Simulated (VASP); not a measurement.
# GaSb (F-43m) in VASP: notebook, part 2 of 2

VASP 6.6.1.

### 3 Single point, r2SCAN+D4

POSCAR

```
GaSb
1.0
    4.3166640453      0.0000000000      0.0000000000
    2.1583320227      3.7383407228      0.0000000000
    2.1583320227      1.2461135743      3.5245414340
Ga Sb
1 1
Direct
    0.0000000000      0.0000000000      0.0000000000
    0.2500000000      0.2500000000      0.2500000000
```

INCAR.step1

```
PREC = Accurate
ENCUT = 550
ISMEAR = 0
SIGMA = 0.01
LREAL = False
LASPH = True
NELM = 120
NBANDS = 16
GGA = PE
ALGO = Normal
EDIFF = 1E-5
LWAVE = True
LCHARG = False
GGA_COMPAT = False
```

INCAR.step2

```
PREC = Accurate
ENCUT = 550
EDIFF = 1E-6
ISMEAR = 0
SIGMA = 0.01
LREAL = False
LASPH = True
NELM = 120
ALGO = Normal
ISIF = 2
LWAVE = False
LCHARG = False
METAGGA = R2SCAN
LMIXTAU = True
IVDW = 13
VDW_S6 = 1.0
VDW_S8 = 0.6018749
VDW_A1 = 0.51559235
VDW_A2 = 5.77342911
NBANDS = 16
ISTART = 1
GGA_COMPAT = False
```

KPOINTS

```
regular mesh
0
Gamma
  6 6 6
```

Potentials or basis: VASP PAW PBE potentials, release 64 (Ga_d, Sb).

Started as:

```bash
$ cat potpaw_PBE.64/Ga_d/POTCAR potpaw_PBE.64/Sb/POTCAR > POTCAR
$ cp INCAR.step1 INCAR
$ mpirun -np 1 vasp_std > vasp.out
$ cp INCAR.step2 INCAR
$ mpirun -np 1 vasp_std > vasp.out
```

OUTCAR:

```text
PREC = Accurate
   ENCUT = 550
   EDIFF = 1E-6
   ISMEAR = 0
   LREAL = False
   LASPH = True
   NELM = 120
   ISIF = 2
   METAGGA = R2SCAN
   IVDW = 13
   ISTART = 1

 ion  position               nearest neighbor table
   1  0.000  0.000  0.000-   2 2.64   2 2.64   2 2.64   2 2.64
   2  0.250  0.250  0.250-   1 2.64   1 2.64   1 2.64   1 2.64

  LATTYP: Found a face centered cubic cell.
 ALAT       =     6.1046848371

  Lattice vectors:

 A1 = (   4.3166640453,   0.0000000000,   0.0000000000)
 A2 = (   2.1583320227,   3.7383407228,   0.0000000000)
 A3 = (   2.1583320227,   1.2461135743,   3.5245414340)

Analysis of symmetry for initial positions (statically):
=====================================================================
 Subroutine PRICEL returns:
 Original cell was already a primitive cell.

 Routine SETGRP: Setting up the symmetry group for a
 face centered cubic supercell.

 Subroutine GETGRP returns: Found 24 space group operations
 (whereof 24 operations were pure point group operations)
 out of a pool of 48 trial point group operations.

The static configuration has the point symmetry T_d .

Analysis of symmetry for dynamics (positions and initial velocities):
=====================================================================
 Subroutine PRICEL returns:
 Original cell was already a primitive cell.

 Routine SETGRP: Setting up the symmetry group for a
 face centered cubic supercell.

 Subroutine GETGRP returns: Found 24 space group operations
 (whereof 24 operations were pure point group operations)
 out of a pool of 48 trial point group operations.

The dynamic configuration has the point symmetry T_d .

 Subroutine INISYM returns: Found 24 space group operations
 (whereof 24 operations are pure point group operations),
 and found     1 'primitive' translations

----------------------------------------------------------------------------------------

                                     Primitive cell

  volume of cell :      56.8761

  direct lattice vectors                    reciprocal lattice vectors
     4.316664045  0.000000000  0.000000000     0.231660372 -0.133749178 -0.094574951
     2.158332023  3.738340723  0.000000000     0.000000000  0.267498357 -0.094574951
     2.158332023  1.246113574  3.524541434     0.000000000  0.000000000  0.283724853

  length of vectors
     4.316664045  4.316664045  4.316664045     0.283724853  0.283724853  0.283724853

  position of ions in fractional coordinates (direct lattice)
     0.000000000  0.000000000  0.000000000
     0.250000000  0.250000000  0.250000000

  ion indices of the primitive-cell ions
   primitive index   ion index
                 1           1
                 2           2

----------------------------------------------------------------------------------------

 KPOINTS: regular mesh

Automatic generation of k-mesh.
 Grid dimensions read from file:
 generate k-points for:    6    6    6

 Generating k-lattice:

  Cartesian coordinates                     Fractional coordinates (reciprocal lattice)
     0.038610062 -0.022291530 -0.015762492     0.166666667 -0.000000000 -0.000000000
     0.000000000  0.044583059 -0.015762492     0.000000000  0.166666667  0.000000000
     0.000000000  0.000000000  0.047287475     0.000000000  0.000000000  0.166666667

  Length of vectors
     0.047287475  0.047287475  0.047287475

  Shift w.r.t. Gamma in fractional coordinates (k-lattice)
     0.000000000  0.000000000  0.000000000

 Subroutine IBZKPT returns following result:
 ===========================================

 Found     16 irreducible k-points:

 Following reciprocal coordinates:
            Coordinates               Weight
  0.000000  0.000000  0.000000      1.000000
  0.166667 -0.000000 -0.000000      8.000000
  0.333333 -0.000000  0.000000      8.000000
  0.500000  0.000000 -0.000000      4.000000
  0.166667  0.166667  0.000000      6.000000
  0.333333  0.166667  0.000000     24.000000
[... 8 lines left out ...]
 -0.333333  0.333333  0.166667     24.000000
 -0.333333  0.500000  0.166667     12.000000
   k-points           NKPTS =     16   k-points in BZ     NKDIM =     16   number of bands    NBANDS=     16
   number of dos      NEDOS =    301   number of ions     NIONS =      2
   total plane-waves  NPLWV =  46656
   dimension x,y,z NGX =    36 NGY =   36 NGZ =   36
   dimension x,y,z NGXF=    72 NGYF=   72 NGZF=   72
   ions per type =               1   1
   NGX,Y,Z   is equivalent  to a cutoff of  13.86, 13.86, 13.86 a.u.
   NGXF,Y,Z  is equivalent  to a cutoff of  27.73, 27.73, 27.73 a.u.
 SYSTEM =  unknown system
   PREC   = accura    normal or accurate (medium, high low for compatibility)
   ISTART =      1    job   : 0-new  1-cont  2-samecut
   ICHARG =      0    charge: 1-file 2-atom 10-const
   ISPIN  =      1    spin polarized calculation?
   LNONCOLLINEAR =      F non collinear calculations
   LSORBIT =      F    spin-orbit coupling
   LASPH  =      T    aspherical Exc in radial PAW
   ENCUT  =  550.0 eV  40.42 Ry    6.36 a.u.   8.25  8.25  8.25*2*pi/ulx,y,z
   NELM   =    120;   NELMIN=  2; NELMDL=  0     # of ELM steps
   EDIFF  = 0.1E-05   stopping-criterion for ELM
   LREAL  =      F    real-space projection
   EDIFFG = 0.1E-04   stopping-criterion for IOM
   NSW    =      0    number of steps for IOM
   IBRION =     -1    ionic relax: 0-MD 1-quasi-New 2-CG
   NFREE  =      0    steps in history (QN), initial steepest desc. (CG)
   ISIF   =      2    stress and relaxation
   ISYM   =      2    0-nonsym 1-usesym 2-fastsym
   POTIM  = 0.5000    time-step for ionic-motion
   TEBEG  =    0.0;   TEEND  =   0.0 temperature during run
   PSTRESS=    0.0 pullay stress
   NELECT =      18.0000    total number of electrons
   NUPDOWN=      -1.0000    fix difference up-down
   EMIN   =  10.00;   EMAX   =-10.00  energy-range for DOS
   EFERMI =   0.00;   METHOD = LEGACY
   ISMEAR =     0;   SIGMA  =   0.01  broadening in eV -4-tet -1-fermi 0-gaus
   EFERMI_NEDOS =   21; number of points for ismear=-14 and -15
   IALGO  =     38    algorithm
   IMIX   =      4    mixing-type and parameters
     AMIX     =   0.40;   BMIX     =  1.00
     AMIX_MAG =   1.60;   BMIX_MAG =  1.00
  volume/ion in A,a.u.               =      28.44       191.91
  Fermi-wavevector in a.u.,A,eV,Ry     =   1.115636  2.108246 16.934397  1.244643
  Thomas-Fermi vector in A             =   2.252242
   LORBIT       =      0    0 simple, 1 ext, 2 COOP (PROOUT), +10 PAW based schemes
   METAGGA = R2SCAN    functional components
   LHFCALC =     F    Hartree Fock is set to
   AEXX    =    0.0000 exact exchange contribution
   IVDW    =    13    specifies the selected vdW correction
   LEPSILON=     F    determine dielectric tensor
   LRPA    =     F    only Hartree local field effects (RPA)
 non-spin polarized calculation
 Gauss-broadening in eV      SIGMA  =   0.01
  energy-cutoff  :      550.00
  volume of cell :       56.88
 maximum number of plane-waves:      1687
 NGX is ok and might be reduce to    36
   NGX = 17   NGY = 17   NGZ = 17

 number of electron      18.0000007 magnetization

 Free energy of the ion-electron system (eV)
  ---------------------------------------------------
  ext. energy  EPLUGINS =         0.00000000
  ---------------------------------------------------
  free energy    TOTEN  =       -37.57704157 eV

  energy without entropy =      -37.57704157  energy(sigma->0) =      -37.57704157

 E-fermi :   4.8078     XC(G=0):  -9.7484

 val. band max:        4.7589775443   @ k =   0.0000   0.0000   0.0000
 cond. band min:       5.2576621604   @ k =   0.0000   0.0000   0.0000
 fundamental gap:      0.4986846161
 Fermi energy:         4.8078118742

 k-point     1 :       0.0000    0.0000    0.0000
  band No.  band energies     occupation
      1     -10.7605      2.00000
      2     -10.7605      2.00000
      3     -10.7605      2.00000
      4     -10.7027      2.00000
      5     -10.7027      2.00000
      6      -7.2197      2.00000
[... 8 lines left out ...]
     15      13.7866      0.00000
     16      13.7866      0.00000
[... 267 lines left out ...]
 k-point    16 :      -0.3333    0.5000    0.1667
  band No.  band energies     occupation
      1     -10.8049      2.00000
      2     -10.7392      2.00000
      3     -10.7344      2.00000
      4     -10.7114      2.00000
      5     -10.7006      2.00000
      6      -4.5438      2.00000
[... 8 lines left out ...]
     15      15.3879      0.00000
     16      16.7868      0.00000

------------------------ aborting loop because EDIFF is reached ----------------------------------------

  DFT-D4 for vdW energy calculation

  Edisp (eV):   -0.28562

  FORCE on cell =-STRESS in cart. coord.  units (eV):
  Direction    XX          YY          ZZ          XY          YZ          ZX
  --------------------------------------------------------------------------------------
  -------------------------------------------------------------------------------------
  Total       0.03050     0.03050     0.03050     0.00000     0.00000     0.00000
  in kB       0.85913     0.85913     0.85913     0.00000     0.00000     0.00000
  external pressure =        0.86 kB  Pullay stress =        0.00 kB

 VOLUME and BASIS-vectors are now :
 -----------------------------------------------------------------------------
  energy-cutoff  :      550.00
  volume of cell :       56.88
      direct lattice vectors                 reciprocal lattice vectors
     4.316664045  0.000000000  0.000000000     0.231660372 -0.133749178 -0.094574951
     2.158332023  3.738340723  0.000000000     0.000000000  0.267498357 -0.094574951
     2.158332023  1.246113574  3.524541434     0.000000000  0.000000000  0.283724853

 POSITION                                       TOTAL-FORCE (eV/Angst)
 -----------------------------------------------------------------------------------
      0.00000      0.00000      0.00000        -0.000000     -0.000000     -0.000000
      2.15833      1.24611      0.88114         0.000000      0.000000      0.000000
 -----------------------------------------------------------------------------------
    total drift:                               -0.000000     -0.000000     -0.000000

  FREE ENERGIE OF THE ION-ELECTRON SYSTEM (eV)
  ---------------------------------------------------
  free  energy   TOTEN  =       -37.8626630988 eV

  energy  without entropy=      -37.8626630988  energy(sigma->0) =      -37.86266310
```

Wall time 64 s (1 thread of Intel Xeon 6975P-C, shared host); peak memory 0.22 GiB.

What came out:

| Property | Result |
| --- | --- |
| Free energy | -37.8627 eV |
| Pressure | 0.1 GPa |
| Band gap on the k mesh | 0.50 eV, direct |
| Dispersion energy per atom | -0.143 eV |

Levels at points of the mesh, in eV from the valence-band top:
```csv
k point,band 7,band 8,band 9,band 10,band 11,band 12
"(0.00, 0.00, 0.00)",0.00,0.00,0.00,0.50,2.98,2.98
"(0.50, 0.00, 0.00)",-6.62,-1.23,-1.23,0.70,4.01,4.01
"(0.50, 0.50, 0.00)",-7.08,-2.72,-2.72,1.11,1.46,9.31
```

Caveat: the PAW data sets were made with another functional, which shifts forces and pressure a little; spin-orbit coupling is left out, which moves the levels of the heavy elements.

### 4 Comparison with measurements

Step 2. Against the measured gap of GaSb, 0.811 eV (direct; 4.2 K; a printed reference work, data compilation), the calculated 0.50 eV is off by -0.31 eV. Spin-orbit coupling on Ga, Sb is left out. The value is that of r2SCAN+rVV10 on a finite k mesh, which can miss the band edges, without temperature or zero-point motion.

Step 3. Measured gap of GaSb: 0.811 eV (direct; 4.2 K; a printed reference work, data compilation). This calculation gives 0.50 eV (-0.31 eV). Spin-orbit coupling on Ga, Sb is left out. The value is that of r2SCAN+D4 on a finite k mesh, which can miss the band edges, without temperature or zero-point motion.
